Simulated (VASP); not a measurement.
# Be (P1) in VASP: notebook, part 2 of 2

VASP 6.6.1.

## (4) Single point, LDA

Contents of INCAR:

```
SYSTEM = Be
  PREC = Accurate
  ENCUT = 520
  EDIFF = 1E-6
  ISMEAR = -1
  SIGMA = 0.24
  LREAL = Auto
  LASPH = .TRUE.
  NELM = 100
  ALGO = Fast
  ISIF = 2
  LWAVE = .FALSE.
  LCHARG = .FALSE.
  NBANDS = 60
```

Contents of KPOINTS:

```
regular mesh
0
G
  2 2 2
  0 0 0
```

Contents of POSCAR:

```
Be
1.0
    6.8700000000      0.0000000000      0.0000000000
   -3.4350000000      5.9495950000      0.0000000000
    0.0000000000      0.0000000000      7.1768600000
Be
36
Direct
    0.0158379742     -0.0018320575      0.0552470022
    0.1401614453      0.2593621919      0.2945995881
    0.0367444241     -0.0047062027      0.5224708299
    0.1294632337      0.1925509215      0.7612800027
    0.0407210363      0.3388802095      0.0231298925
    0.0977525186      0.5486928102      0.2706754765
    0.0068159305      0.3036173050      0.5481923850
    0.1038742958      0.5255651855      0.7697098731
    0.0172947829      0.6431194056      0.0238962443
    0.1405763689      0.8815894191      0.2712606906
   -0.0353544349      0.6763653660      0.5339382404
    0.1407008205      0.8608485115      0.7551491878
    0.3532058286     -0.0208081390      0.0003762091
    0.3893650459      0.1738101501      0.2724171852
    0.3479982040     -0.0100006807      0.4860064151
    0.4872313211      0.1855252332      0.7587719420
    0.3769980938      0.3314343245      0.0182949089
    0.4552906284      0.5329102233      0.2757891334
    0.3419455836      0.3120716620      0.5201160396
    0.4589806542      0.5270442778      0.7689295876
    0.3386244350      0.6355894813      0.0114116759
    0.4268745103      0.8600081182      0.2530354500
    0.3140641343      0.5938051246      0.5213840036
    0.4619013763      0.8630167263      0.7648052212
    0.6660571528     -0.0268085475     -0.0147557567
    0.7936230509      0.1959797264      0.2370395967
    0.7119143186     -0.0009748563      0.5133860769
    0.8003698020      0.1884834178      0.7541041625
    0.6956832118      0.3244086362     -0.0035670196
    0.7515704729      0.4891089225      0.2705779408
    0.6695895610      0.2934149299      0.5260796504
    0.7795446536      0.5125390888      0.7653904354
    0.6443925410      0.6643309335      0.0393208172
    0.8138083155      0.8723619003      0.2716368997
    0.6396524494      0.6162772424      0.5299671444
    0.8113675000      0.8590668777      0.8026490694
```

Potentials or basis: VASP PAW LDA potentials, release 64 (Be).

The run is started by

```bash
$ cat potpaw_LDA.64/Be/POTCAR > POTCAR
$ mpirun -np 1 vasp_std > vasp.out
```

OUTCAR:

```text
SYSTEM = Be
   PREC = Accurate
   ENCUT = 520
   EDIFF = 1E-6
   ISMEAR = -1
   LREAL = Auto
   LASPH = .TRUE.
   NELM = 100
   ISIF = 2

 ion  position               nearest neighbor table
   1  0.016  0.998  0.055-  34 1.97  10 2.11  36 2.20   5 2.27   2 2.32  25 2.38
   2  0.140  0.259  0.295-  18 2.04  19 2.04  14 2.08   7 2.13   6 2.16   5 2.22  26 2.23   3 2.28
                             1 2.32
   3  0.037  0.995  0.522-  11 1.99   4 2.08  19 2.14  15 2.17  12 2.19  10 2.22   7 2.24  34 2.24
                            27 2.25   2 2.28
   4  0.129  0.193  0.761-   7 2.07   3 2.08  19 2.15  28 2.25  36 2.26  20 2.28  12 2.32   5 2.35
                            17 2.36   8 2.38
   5  0.041  0.339  0.023-  21 2.04  26 2.13   8 2.14   9 2.18   6 2.20   2 2.22   1 2.27  29 2.33
                            17 2.34   4 2.35
   6  0.098  0.549  0.271-   9 2.05  10 2.16   2 2.16   5 2.20  30 2.20  22 2.21  23 2.25  26 2.29
                            21 2.36
   7  0.007  0.304  0.548-  28 1.92  23 2.06   4 2.07   8 2.07  27 2.08   2 2.13   3 2.24  19 2.28
                            31 2.29
   8  0.104  0.526  0.770-   7 2.07   5 2.14  32 2.18  12 2.19  23 2.19   9 2.19  28 2.21  21 2.23
                             4 2.38
   9  0.017  0.643  0.024-   6 2.05   5 2.18   8 2.19  29 2.21  21 2.24  10 2.27  13 2.31  12 2.33
[... 302 lines left out ...]
      6      -1.4877      2.00000
[... 397 lines left out ...]
     47       9.0864      0.00001
     48       9.2607      0.00001
 [bands above 48 left out]

------------------------ aborting loop because EDIFF is reached ----------------------------------------

  FORCE on cell =-STRESS in cart. coord.  units (eV):
  Direction    XX          YY          ZZ          XY          YZ          ZX
  --------------------------------------------------------------------------------------
  -------------------------------------------------------------------------------------
  Total       -7.1979315     -0.3799470     -8.2167578      4.0361905     -2.7963939     -0.6782961
  in kB      -39.3133160     -2.0751761    -44.8778925     22.0446713    -15.2732098     -3.7046850
  external PRESSURE =     -28.7554616 kB  Pullay stress =       0.0000000 kB

 VOLUME and BASIS-vectors are now :
 -----------------------------------------------------------------------------
  energy-cutoff  :      520.00
  volume of cell :      293.34
      direct lattice vectors                 reciprocal lattice vectors
     6.870000000  0.000000000  0.000000000     0.145560408  0.084039334  0.000000000
    -3.435000000  5.949595000  0.000000000     0.000000000  0.168078668  0.000000000
     0.000000000  0.000000000  7.176860000     0.000000000  0.000000000  0.139336702

 POSITION                                       TOTAL-FORCE (eV/Angst)
 -----------------------------------------------------------------------------------
     -3.31990      5.93869      0.39650         0.508251      0.406489     -1.572135
      0.07200      1.54310      2.11430        -0.724305     -1.155765     -0.944389
     -3.16640      5.92159      3.74970        -0.543006      0.332348     -0.187671
      0.22800      1.14560      5.46360         0.033681      0.225353      1.479976
     -0.88430      2.01620      0.16600        -0.400418     -1.133738     -0.239698
     -1.21320      3.26450      1.94260         0.740083     -0.648163      0.647564
[... 28 lines left out ...]
      2.27750      3.66660      3.80350         0.506101      0.992087     -0.345838
      2.62320      5.11110      5.76050        -0.039624     -0.156685     -1.716640
 -----------------------------------------------------------------------------------
    total drift:                               -0.000676      0.000159      0.000416

  FREE ENERGIE OF THE ION-ELECTRON SYSTEM (eV)
  ---------------------------------------------------
  free  energy   TOTEN  =      -145.2108114013 eV

  energy  without entropy=     -144.3181683542  energy(sigma->0) =     -144.76448988
```

It took 2.5 min on 1 thread of AMD EPYC 9R45 (Zen 5), shared host; peak memory 0.29 GiB.

What came out:

| Property | Result |
| --- | --- |
| Free energy | -145.2108 eV |
| Pressure | -2.9 GPa |
| Largest force | 2.693 eV/Å |
| Band gap on the k mesh | none (metal or under the smearing width) |

Forces in eV/Å, atoms in the order of the input:
```
Be   0.508  0.406 -1.572
Be  -0.724 -1.156 -0.944
Be  -0.543  0.332 -0.188
Be   0.034  0.225  1.480
Be  -0.400 -1.134 -0.240
Be   0.740 -0.648  0.648
Be   0.012  0.307 -1.751
Be   0.368  0.360  0.052
Be  -0.605  0.531 -0.454
Be  -1.383 -1.849 -0.525
Be   1.431 -1.039 -1.231
Be  -0.365  0.588  0.742
Be  -0.485  0.203  0.364
Be   1.663  1.834 -1.060
Be   0.482 -0.983  2.413
Be  -1.528 -0.153  0.409
Be  -0.600 -0.610 -0.008
Be  -0.114  0.311 -0.203
Be   0.739 -0.414  0.398
Be  -0.471  0.081  0.551
Be  -0.398  0.405  0.153
Be   1.358  0.225  0.196
Be  -0.049  1.426 -0.151
Be  -0.026 -0.599 -1.040
Be   0.134  0.727  1.927
Be  -0.145 -0.179  1.018
Be  -0.620 -0.977 -0.436
Be  -0.509  0.138  1.138
Be   0.078 -0.853  0.952
Be  -0.307  1.208 -0.137
Be   0.455  0.591 -1.249
Be  -0.258  0.874  0.110
Be   1.873 -0.373 -0.559
Be  -0.812 -0.641  1.261
Be   0.506  0.992 -0.346
Be  -0.040 -0.157 -1.717
```

Caveat: the k mesh is coarse (spacing up to 0.53 Å⁻¹), so the values aren't converged; forces of over 1 eV/Å show positions far from the minimum, so gaps and moduli don't describe the material at rest.
